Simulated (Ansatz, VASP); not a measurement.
# SiNi: VASP beside Ansatz, part 2 of 2

One calculation is typed for both programs; each brings its own data sets and cutoff. How far apart do they land?

VASP 6.6.1 and Ansatz 0.2.0.

So far: Starting point; VASP: relaxation of cell and atoms, r2SCAN.

### Step 3. Ansatz: relaxation of cell and atoms, r2SCAN

Level of this step: Ansatz beside VASP: Kohn-Sham DFT, plane waves, r2SCAN (Ansatz).

Ansatz runs on its default PAW (the set named soft_2) files.

The same cell, functional, mesh and smearing now go to Ansatz, which takes its cutoff from its data sets.

The input, input.yaml:

```yaml
crystal:
  lattice:
    - [2.94277066, 0.0, 0.0]
    - [0.0, 3.28032554, 0.0]
    - [0.0, 0.0, 4.67744676]
  atoms:
    - { symbol: Si, position: [0.0, 0.0, 0.15685684] }
    - { symbol: Si, position: [0.5, 0.5, 0.84314316] }
    - { symbol: Ni, position: [0.0, 0.0, 0.65750441] }
    - { symbol: Ni, position: [0.5, 0.5, 0.34249559] }
hamiltonian:
  xc: r2scan
  pseudopotentials: { kind: paw }
magnetization:
  spin_polarized: true
kpoints:
  mp_grid: { grid: [9, 8, 6] }
scf:
  occupations: { method: fermi_dirac, width: 0.05 }
relax:
  f_tol: 0.01
  max_steps: 60
  cell: { stress_tol: 0.05 }
output:
  forces: true
  stress: true
```

Launch:

```sh
> ansatz run input.yaml --threads 4 --pin off --max-ram 9216MiB --backend cpu --events-out ev --progress --plain --runs-dir out
```

Numbers of over 12 decimals in the logs are rounded to 6 here.

Output:

```text
band count auto-derived: 28 (N_el = 44.0; filled up to band 22; 27 by the electrons, moments and atoms)
Engine: ansatz 0.2.0, aarch64-unknown-linux-gnu
Pseudopotentials: kind: paw
Pseudopotential: Si, paw, valence charge 4, recommended cutoff 500 eV (meta_gga), Si.paw.azcp
Pseudopotential: Ni, paw, valence charge 18, recommended cutoff 500 eV (meta_gga), Ni.paw.azcp
Functional definition: r2SCAN
  parameter k0 = 0.174
  parameter k1 = 0.065
  parameter a1 = 4.9479
  exchange = r2scan_x(k0 = k0, k1 = k1, a1 = a1)
  correlation = r2scan_c
Crystal: 4 atoms, lattice volume = 45.153 Å³
Basis set: ecut = 500 eV, 1133 PW (Γ), exchange–correlation on 96×96×144 points (64 copies of the dense FFT grid, shifted against one another)
Bands: 28, of which v1, the nominal top of the filled ones, is band 22 counted from 1 (21 counted from 0)
Symmetry: 8 space group operations
Space group: Pmmn (ITA 59), of the structure as read, at distance tolerance 3.6e-5 Å
k-points: 100 of 432
Non-local potential: Si, projectors of the file, l = 0: 2, l = 1: 2, l = 2: 2
Non-local potential: Ni, projectors of the file, l = 0: 3, l = 1: 2, l = 2: 3, l = 3: 1
PAW form: soft (Blöchl's): semilocal exchange-correlation on the pseudo side does not see the compensation charge
PAW frozen core: Si, regenerated for the run's functional (the file was generated under x = pbe(κ = 0.804, μ = 0.219515), c = pbe(β = 0.066725))
PAW frozen core: Ni, regenerated for the run's functional (the file was generated under x = pbe(κ = 0.804, μ = 0.219515), c = pbe(β = 0.066725))
PAW one-centre angular grid: Si, 302 points (default); XC on 160 Gauss nodes
PAW one-centre angular grid: Ni, 590 points (default); XC on 160 Gauss nodes
Initial density: superposition of atomic densities (chi_scale 0.1, normalization cell, long waves kept (reshape's long-wave potential 0.00 eV rms))
Initial wavefunctions: pseudopotential atomic-orbital guess
Functional: x = r2scan, c = r2scan; τ floored in thin density (d = 2e-4 eV/Å³)
SCF iter   1: F=—  HF=-12970.968151 eV  |F-HF|=—  |Δ(HF+E_count)|=         —  Δρ=6.19e-2 (↑6.19e-2 ↓6.19e-2)  dr2=6.47e0  dr2_τ=3.69e-2  dr2_m=0.00e0  M=0.000 μB ∫|m|=0.000 μB  β_m=0.30  ethr=3.10e-3  ⟨swp⟩=5.6  Hψ=11424  notcnv=0
preconditioner: auto → Kerker (q_TF=auto, 2.717 Å⁻¹)  [metal: Δε(μ)=0.049 eV  Ē_g=9.237 eV  σ=0.050 eV  W_gap=0.24  n_scr=16 (ndim 8)  ℏωp=29.2 eV  f_vac=0.000  D(μ)=0.87/eV (n_scr^D=2)]
spin=Collinear: Kerker preconditioning applied to the charge; magnetization (m = ρ↑ − ρ↓) channel mixes plain (no charge-response kernel on spin).
SCF iter   2: F=—  HF=-12968.977994 eV  |F-HF|=—  |Δ(HF+E_count)|=    1.99e0  Δρ=6.64e-2 (↑5.19e-2 ↓6.64e-2)  dr2=4.45e-1  dr2_τ=1.18e-2  dr2_m=1.35e0  M=1.794 μB ∫|m|=1.794 μB  ethr=3.10e-3  ⟨swp⟩=3.3  Hψ=5939  notcnv=0  defer=108
Mixer restart at iter 2: flushing history
SCF iter   3: F=—  HF=-12970.338497 eV  |F-HF|=—  |Δ(HF+E_count)|=         —  Δρ=4.63e-2 (↑4.63e-2 ↓4.25e-2)  dr2=6.66e-1  dr2_τ=9.51e-3  dr2_m=6.74e-1  M=0.277 μB ∫|m|=0.380 μB  β_m=0.30  ethr=1.01e-3  ⟨swp⟩=3.5  Hψ=11554  notcnv=0  defer=121
SCF iter   4: F=—  HF=-12970.337240 eV  |F-HF|=—  |Δ(HF+E_count)|=   1.26e-3  Δρ=4.02e-2 (↑2.91e-2 ↓4.02e-2)  dr2=6.18e-1  dr2_τ=1.87e-3  dr2_m=4.08e-1  M=0.223 μB ∫|m|=0.305 μB  β_m=0.65  ethr=1.01e-3  ⟨swp⟩=3.0  Hψ=9416  notcnv=0  defer=181
SCF iter   5: F=—  HF=-12970.712591 eV  |F-HF|=—  |Δ(HF+E_count)|=   3.75e-1  Δρ=5.54e-2 (↑5.54e-2 ↓4.23e-2)  dr2=2.48e0  dr2_τ=2.96e-3  dr2_m=1.96e-2  M=0.063 μB ∫|m|=0.132 μB  β_m=0.38  ethr=1.01e-3  ⟨swp⟩=3.6  Hψ=11462  notcnv=0  defer=181  recentre
SCF iter   6: F=—  HF=-12970.374259 eV  |F-HF|=—  |Δ(HF+E_count)|=   3.38e-1  Δρ=1.29e-2 (↑1.29e-2 ↓4.30e-3)  dr2=5.01e-2  dr2_τ=1.48e-4  dr2_m=1.78e-2  M=0.054 μB ∫|m|=0.122 μB  β_m=0.73  ethr=1.01e-3  ⟨swp⟩=3.7  Hψ=13083  notcnv=0  defer=187
SCF iter   7: F=—  HF=-12970.377084 eV  |F-HF|=—  |Δ(HF+E_count)|=   2.83e-3  Δρ=2.28e-3 (↑2.28e-3 ↓5.66e-4)  dr2=2.20e-3  dr2_τ=3.33e-5  dr2_m=5.20e-4  M=0.009 μB ∫|m|=0.042 μB  β_m=0.80  ethr=1.14e-4  ⟨swp⟩=2.7  Hψ=9609  notcnv=0  defer=187
SCF iter   8: F=—  HF=-12970.377677 eV  |F-HF|=—  |Δ(HF+E_count)|=   5.93e-4  Δρ=8.56e-4 (↑3.60e-4 ↓8.56e-4)  dr2=9.43e-5  dr2_τ=1.65e-6  dr2_m=1.21e-4  M=0.004 μB ∫|m|=0.020 μB  β_m=0.90  ethr=5.01e-6  ⟨swp⟩=2.2  Hψ=8140  notcnv=0  defer=187
Mixer restart at iter 8: flushing history
SCF iter   9: F=—  HF=-12970.378016 eV  |F-HF|=—  |Δ(HF+E_count)|=         —  Δρ=1.26e-4 (↑1.26e-4 ↓1.26e-4)  dr2=1.67e-5  dr2_τ=3.30e-8  dr2_m=0.00e0  M=0.000 μB ∫|m|=0.000 μB  β_m=0.90  ethr=2.14e-7  ⟨swp⟩=5.5  Hψ=9369  notcnv=0  defer=82
SCF iter  10: F=—  HF=-12970.378041 eV  |F-HF|=—  |Δ(HF+E_count)|=   2.50e-5  Δρ=3.20e-4 (↑3.20e-4 ↓3.20e-4)  dr2=1.22e-4  dr2_τ=1.07e-7  dr2_m=0.00e0  M=0.000 μB ∫|m|=0.000 μB  β_m=0.62  ethr=3.80e-8  ⟨swp⟩=2.0  Hψ=5815  notcnv=0  defer=85  recentre
SCF iter  11: F=—  HF=-12970.378024 eV  |F-HF|=—  |Δ(HF+E_count)|=   1.75e-5  Δρ=6.08e-5 (↑6.08e-5 ↓6.08e-5)  dr2=4.53e-6  dr2_τ=6.33e-9  dr2_m=0.00e0  M=0.000 μB ∫|m|=0.000 μB  β_m=0.77  ethr=3.80e-8  ⟨swp⟩=2.0  Hψ=4904  notcnv=0  defer=85
[...]
eigensolver tolerance schedule: the retry pair's looser diagonalisation over-reported the residual by 12211.34 of it (diagonalisation noise at an unbounded share of the residual, at the tolerance the schedule requests for it); recorded, not acted on — ethr = c·dr2/N_el stays at c = 1.0e-1
preconditioner: auto → Kerker (q_TF=auto, 2.717 Å⁻¹)  [metal: Δε(μ)=0.069 eV  Ē_g=8.677 eV  σ=0.050 eV  W_gap=0.32  n_scr=16 (ndim 8)  ℏωp=29.2 eV  f_vac=0.000  D(μ)=0.92/eV (n_scr^D=4)]
spin=Collinear: Kerker preconditioning applied to the charge; magnetization (m = ρ↑ − ρ↓) channel mixes plain (no charge-response kernel on spin).
SCF iter   2: F=—  HF=-12970.378030 eV  |F-HF|=—  |Δ(HF+E_count)|=   1.21e-6  Δρ=1.23e-6 (↑1.23e-6 ↓1.23e-6)  dr2=1.92e-9  dr2_τ=2.25e-11  dr2_m=0.00e0  M=0.000 μB ∫|m|=0.000 μB  β_m=0.36  ethr=2.59e-11  ⟨swp⟩=5.3  Hψ=10651  notcnv=0
SCF iter   3: F=-12970.378030 eV  HF=-12970.378030 eV  |F-HF|=4.78e-10  |Δ(HF+E_count)|=  4.82e-10  Δρ=1.07e-6 (↑1.07e-6 ↓1.07e-6)  dr2=1.29e-9  dr2_τ=4.72e-12  dr2_m=0.00e0  M=0.000 μB ∫|m|=0.000 μB  ethr=4.36e-12  ⟨swp⟩=1.0  Hψ=6023  notcnv=0
SCF 2 converged in 3 iterations: F = -12970.378030 eV  dr2 = 1.29e-9
relax step   1: F+E_penalty+E_count = -12970.37802951 eV  Δ(F+E_penalty+E_count) = +0.000e0 eV  max|allowed force component| = 2.954e-2 eV/Å  Δτ_max = 0.0000 Å  P = +0.425 GPa  Ω = 45.153 Å³  (3 SCF iters, dr2 threshold 1.00e-7 eV, accepted)
[...]
relax step   2: F+E_penalty+E_count = -12970.37870287 eV  Δ(F+E_penalty+E_count) = -6.734e-4 eV  max|allowed force component| = 3.205e-2 eV/Å  Δτ_max = 0.0005 Å  P = +0.189 GPa  Ω = 45.222 Å³  energy of the carried Pulay correction = -4.620e-5 eV  (5 SCF iters, dr2 threshold 4.00e-7 eV, accepted)
[...]
relax step   3: F+E_penalty+E_count = -12970.37924597 eV  Δ(F+E_penalty+E_count) = -5.431e-4 eV  max|allowed force component| = 1.264e-2 eV/Å  Δτ_max = 0.0022 Å  P = +0.004 GPa  Ω = 45.289 Å³  energy of the carried Pulay correction = -9.040e-5 eV  (6 SCF iters, dr2 threshold 4.00e-7 eV, accepted)
[...]
relax step   4: F+E_penalty+E_count = -12970.37924092 eV  Δ(F+E_penalty+E_count) = +5.054e-6 eV  max|allowed force component| = 4.499e-4 eV/Å  Δτ_max = 0.0009 Å  P = -0.084 GPa  Ω = 45.310 Å³  energy of the carried Pulay correction = -1.046e-4 eV  (6 SCF iters, dr2 threshold 9.99e-9 eV, accepted)
[...]
relax step   5: F+E_penalty+E_count = -12970.37926703 eV  Δ(F+E_penalty+E_count) = -2.611e-5 eV  max|allowed force component| = 8.265e-4 eV/Å  Δτ_max = 0.0000 Å  P = -0.005 GPa  Ω = 45.289 Å³  energy of the carried Pulay correction = -9.055e-5 eV  (5 SCF iters, dr2 threshold 3.18e-8 eV, accepted)
[...]
relax step   6: F+E_penalty+E_count = -12970.37935537 eV  Δ(F+E_penalty+E_count) = -8.834e-5 eV  max|allowed force component| = 6.670e-4 eV/Å  Δτ_max = 0.0000 Å  P = -0.003 GPa  Ω = 45.289 Å³  stress off target by 9.85e-3 GPa  SCF on the basis re-selected at this cell (its energy is not comparable with the rows above)  (7 SCF iters)
basis re-selected at this cell: Δ(F+E_penalty+E_count) = -8.834e-5 eV, ΔP = +0.002 GPa vs the last step (what re-selecting the basis moved, of the pressure what is left beyond the Pulay correction that the steps carried, after the strain that the cell walked since its last selection, with what the two solves' SCF thresholds leave and, on support functions, any second-order correction that the steps lacked; it is no measure of the basis error at this ecutwfc). The dense FFT grid was sized anew with the basis: this SCF ran on 24×25×36 points, the steps before it on 24×24×36, so part of this shift can come from that change (see relax.cell in the input reference). [rest of the remark cut]
SCF converged after 7 iterations
Magnetization: 0.0000 μB (22.0000 up, 22.0000 down)
Absolute magnetization: 0.0000 μB (∫|ρ↑−ρ↓|)
Spin contamination: 0.0000 ħ² per cell (⟨S²⟩ above its minimum at these occupations)
Per-site moments (μB) at R_I (Å): [(0.0, 0.961429), (0.0, 0.961429), (0.0, 0.961429), (0.0, 0.961429)]
Free energy (F): -12970.379355 eV
Harris-Foulkes:  -12970.379355 eV  (|F-HF|=1.82e-12)
Internal energy: -12970.372045 eV  (E = F + TS)
E sigma→0 (E₀):  -12970.375700 eV
Entropy (-TS):   -0.007311 eV (-1.828 meV/atom)
Fermi energy:    16.218415 eV
--- Per-component energies (eV) ---
  E_band       = -643.094082
  E_kinetic    = 658.758612
  E_local      = -8885.505171  (includes V_loc(G=0)·N_el)
  E_nonlocal   = 1329.229449
  E_hartree    = 3853.156952
  E_xc         = -265.859185
  E_vxc        = -342.551343  (∫ρ·V_xc dr)
  E_paw        = -4330.053910  (= ΣΔE_a)
  E_vpaw       = -1131.736192  (= ΣTr[D̂ρ^β])
  E_aug_tail   = 0.000512  (compensation charges beyond the density's cutoff)
  E_vtau       = 22.396588  (kinetic-family band-sum trace: ∫τ·v_τ [+ j·A + Jᵃ·Aᵃ] dr)
  E_ewald      = -5329.346299
  E_core_change = -0.753003  (= ΣΔE_core)
  E_smearing   = -0.007311  (= −TS)
  E_closure    = 0.000000  (closes the sum)
  Σ components = -12970.379355   (vs F -12970.379355, Δ=0.00e0)
--- Forces (eV/Å), atoms counted from 1 ---
  atom   1  Si     0.00000000     0.00000000    -0.00000783
  atom   2  Si     0.00000000     0.00000000     0.00000783
  atom   3  Ni     0.00000000     0.00000000    -0.00066705
  atom   4  Ni     0.00000000     0.00000000     0.00066705
  max |Σ_I F_I| component: 0.00e0 eV/Å
--- Stress (GPa, compression-positive) ---
       -0.009850       0.000000       0.000000
        0.000000      -0.000910       0.000000
        0.000000       0.000000       0.002130
  P = ⅓ Tr σ = -0.0029 GPa (-0.029 kbar)
--- Relaxed structure (5 steps of the walk, 5 accepted, 1 SCFs on fresh bases) ---
  F+E_penalty+E_count = -12970.37935537 eV   max|allowed force component| = 6.670e-4 eV/Å   (the final SCF, on the basis selected at the relaxed cell)
  cell:  # Å, volume = 45.2889 Å³
    - [2.947079, 0.0, 0.0]
    - [0.0, 3.296644, 0.0]
    - [0.0, 0.0, 4.661524]
  atoms:
    - { symbol: Si, position: [0.0, 0.0, 0.156826] }
    - { symbol: Si, position: [0.5, 0.5, 0.843174] }
    - { symbol: Ni, position: [0.0, 0.0, 0.656821] }
    - { symbol: Ni, position: [0.5, 0.5, 0.343179] }
```

Wall time 30 s (4 threads of Arm Neoverse V1, shared host); peak memory 0.62 GiB; 1.9 min of CPU time.

### Step 4. Side by side

Known differences besides the potentials themselves: VASP keeps PBE cores, Ansatz makes them for the functional; both relaxations stop at a tolerance, which leaves soft axes loose, and VASP keeps its plane-wave basis; the data sets hold 44 valence electrons in Ansatz (default PAW (the set named soft_2) files) and 28 in VASP; the cutoff is 500 eV in Ansatz and 520 eV in VASP; Ansatz adds a Pulay correction to the stress that steers its cell, VASP none. Total energies have different zeros and are not compared.

Both answers:

```
                                         quantity  Ansatz   VASP  difference
                                      volume (Å³)   45.29  45.33     -0.09 %
edge a after relaxation, in the typed setting (Å)   2.947  2.950     -0.08 %
edge b after relaxation, in the typed setting (Å)   3.297  3.296     +0.01 %
edge c after relaxation, in the typed setting (Å)   4.662  4.663     -0.03 %
```

The walks stopped with 0.00 GPa left in Ansatz and -0.05 GPa in VASP; each walk ends within a tolerance, so the volume difference is uncertain by about these residues over the bulk modulus, most in soft cells.

### Step 5. VASP: relaxation of cell and atoms, r2SCAN with rVV10

The relaxed volume is the usual yardstick between codes: its relative difference is about their pressure difference at one cell divided by the bulk modulus.

The input, INCAR:

```
SYSTEM = SiNi
PREC = Accurate
ENCUT = 520
EDIFF = 1E-06
NELM = 100
ISMEAR = -1
SIGMA = 0.05
LREAL = .FALSE.
ALGO = Normal
METAGGA = R2SCAN
LUSE_VDW = .TRUE.
IVDW_NL = 2
BPARAM = 11.95
CPARAM = 0.0093
LASPH = .TRUE.
NBANDS = 22
ISPIN = 2
MAGMOM = 0 0 0 0
LMAXMIX = 4
LORBIT = 11
LWAVE = .FALSE.
LCHARG = .FALSE.
KPAR = 8
IBRION = 2
NSW = 60
ISIF = 3
EDIFFG = -0.01
```

The input, POSCAR:

```
SiNi
1.0
    2.9427706600      0.0000000000      0.0000000000
    0.0000000000      3.2803255400      0.0000000000
    0.0000000000      0.0000000000      4.6774467600
Si Ni
2 2
Direct
    0.0000000000      0.0000000000      0.1568568400
    0.5000000000      0.5000000000      0.8431431600
    0.0000000000      0.0000000000      0.6575044100
    0.5000000000      0.5000000000      0.3424955900
```

The input, KPOINTS:

```
Automatic mesh
0
Gamma
9 8 6
0 0 0
```

Potentials, in the order of the species: Si and Ni (PBE family, release 64).

Launch:

```sh
> mpirun -np 8 vasp_std
```

Output:

```text
[banner, memory and clock lines left out]
running    8 mpi-ranks, on    1 nodes
[...]
[... a notice as in an earlier step ...]

|                                                                             |
|               ----> ADVICE to this user running VASP <----                  |
|                                                                             |
|     You have switched on vdW-DFT.                                           |
|     This routine was written and supplied by Jiri Klimes. We recommend      |
|     that you carefully read and cite the following publications:            |
|       J. Klimes, D.R. Bowler, A. Michelides                                 |
|          J. Phys.: Cond Matt. 22 022201 (2010)                              |
|       J. Klimes, D.R. Bowler, A. Michelides                                 |
|          Phys. Rev. B. 83, 195131 (2011)                                    |
|     and references therein.                                                 |
[...]
Total rVV10 correction in eV:      0.5333143    33.1712079
[...]
Total rVV10 correction in eV:      0.5507938    33.1712084
Total rVV10 correction in eV:      0.5507938    33.1712084
Total rVV10 correction in eV:      0.5507938    33.1712084
Total rVV10 correction in eV:      0.5508145    33.1712084
Total rVV10 correction in eV:      0.5508145    33.1712084
Total rVV10 correction in eV:      0.5508145    33.1712084
Total rVV10 correction in eV:      0.5508145    33.1712084
Total rVV10 correction in eV:      0.5508145    33.1712084
Total rVV10 correction in eV:      0.5508145    33.1712084
Total rVV10 correction in eV:      0.5508145    33.1712084
Total rVV10 correction in eV:      0.5508145    33.1712084
  13 F= -.42561742E+02 E0= -.42558068E+02  d E =-.360201E-05  mag=     0.0000
[...]
14 F= -.42561742E+02 E0= -.42558069E+02  d E =-.332629E-05  mag=     0.0000
[...]
15 F= -.42561742E+02 E0= -.42558068E+02  d E =-.339303E-05  mag=     0.0000
[...]
16 F= -.42561786E+02 E0= -.42558106E+02  d E =-.444230E-04  mag=     0.0000
 trial-energy change:   -0.000044  1 .order   -0.000047   -0.000071   -0.000022
 step:   1.1154(harm=  1.1154)  dis= 0.00090  next Energy=   -42.561794 (dE=-0.518E-04)
 reached required accuracy - stopping structural energy minimisation
```

OUTCAR, selected parts (step 5):

```text
  Total       -0.0225305      0.0282930      0.0089868      0.0000000      0.0000000      0.0000000
  in kB       -0.8011181      1.0060150      0.3195447      0.0000000      0.0000000      0.0000000
  external PRESSURE =       0.1748139 kB  Pullay stress =       0.0000000 kB

 POSITION                                       TOTAL-FORCE (eV/Angst)
 -----------------------------------------------------------------------------------
      0.00000      0.00000      0.73076         0.000000      0.000000     -0.002074
      1.46984      1.64540      3.92708         0.000000      0.000000      0.002074
      0.00000      0.00000      3.05728         0.000000      0.000000     -0.001175
      1.46984      1.64540      1.60056         0.000000      0.000000      0.001175
 -----------------------------------------------------------------------------------
    total drift:                                0.000000     -0.000000      0.000000

  FREE ENERGIE OF THE ION-ELECTRON SYSTEM (eV)
  ---------------------------------------------------
  free  energy   TOTEN  =       -42.5617862083 eV

  energy  without entropy=      -42.5544255156  energy(sigma->0) =      -42.55810586

 magnetization (x)
# of ion       s       p       d       tot
------------------------------------------
    1        0.000  -0.000   0.000   0.000
    2        0.000  -0.000   0.000   0.000
    3        0.000  -0.000   0.000   0.000
    4        0.000  -0.000   0.000   0.000
--------------------------------------------------
tot          0.000  -0.000   0.000   0.000

[... 2 parts as in an earlier step ...]

[... 2 further parts left out ...]
[key lines of the parts left out:]
E-fermi :  11.7066
```

### Step 6. Ansatz: relaxation of cell and atoms, r2SCAN with rVV10

The same cell, functional, mesh and smearing now go to Ansatz, which takes its cutoff from its data sets.

input.yaml, as its differences from that of step 3:

```diff
@@ -13,2 +13,3 @@
   pseudopotentials: { kind: paw }
+  dispersion: rvv10
 magnetization:
```

Launch:

```sh
> ansatz run input.yaml --threads 4 --pin off --max-ram 9216MiB --backend cpu --events-out ev --progress --plain --runs-dir out
```

Output:

```text
[...]
Crystal: 4 atoms, lattice volume = 45.153 Å³
Basis set: ecut = 500 eV, 1133 PW (Γ), exchange–correlation on 96×108×160 points (64 copies of the dense FFT grid, shifted against one another)
Bands: 28, of which v1, the nominal top of the filled ones, is band 22 counted from 1 (21 counted from 0)
Symmetry: 8 space group operations
[...]
--- Relaxed structure (4 steps of the walk, 4 accepted, 1 SCFs on fresh bases) ---
[...]
cell:  # Å, volume = 44.9652 Å³
    - [2.934109, 0.0, 0.0]
    - [0.0, 3.291359, 0.0]
    - [0.0, 0.0, 4.656124]
  atoms:
    - { symbol: Si, position: [0.0, 0.0, 0.156775] }
    - { symbol: Si, position: [0.5, 0.5, 0.843225] }
    - { symbol: Ni, position: [0.0, 0.0, 0.656368] }
    - { symbol: Ni, position: [0.5, 0.5, 0.343632] }
[key lines of the parts left out:]
SCF converged after 6 iterations
Magnetization: 0.0000 μB (22.0000 up, 22.0000 down)
Free energy (F): -12967.581377 eV
Fermi energy:    16.352591 eV
P = ⅓ Tr σ = 0.0030 GPa (0.030 kbar)
```

It took 33 s on 4 threads; peak memory 0.67 GiB.

### Step 7. Side by side

Compared:

```
                                         quantity  Ansatz   VASP  difference
                                      volume (Å³)   44.97  45.06     -0.21 %
edge a after relaxation, in the typed setting (Å)   2.934  2.940     -0.19 %
edge b after relaxation, in the typed setting (Å)   3.291  3.291     +0.02 %
edge c after relaxation, in the typed setting (Å)   4.656  4.658     -0.04 %
```

The walks stopped with 0.00 GPa left in Ansatz and 0.02 GPa in VASP; each walk ends within a tolerance, so the volume difference is uncertain by about these residues over the bulk modulus, most in soft cells.

### Step 8. Results

```
difference in volume (relaxation of cell and atoms, r2SCAN)            : -0.094 %
difference in volume (relaxation of cell and atoms, r2SCAN with rVV10) : -0.21 %
```

**Reading.** The difference in volume is -0.21 % (relaxation of cell and atoms, r2SCAN with rVV10), within the 1.2 % picked in this series as the mark of a large difference, as far as the stopping tolerances let one tell. Such differences can come from data sets, numerical settings and the points named under the comparisons, not from the functional's error against experiment.

[Lines on the potential files, build, host, timing and source positions are cut from VASP's logs without a mark.]

[Logs are printed without paths, hosts, clocks, repeated set-up lines and the standing remarks that a program may print on its own settings, such as how far it seeks lower states.]

[Hosts, paths, dates, database ids (printed as entryN), source tags and the programs' standing remarks are cut or masked in the printed files.]
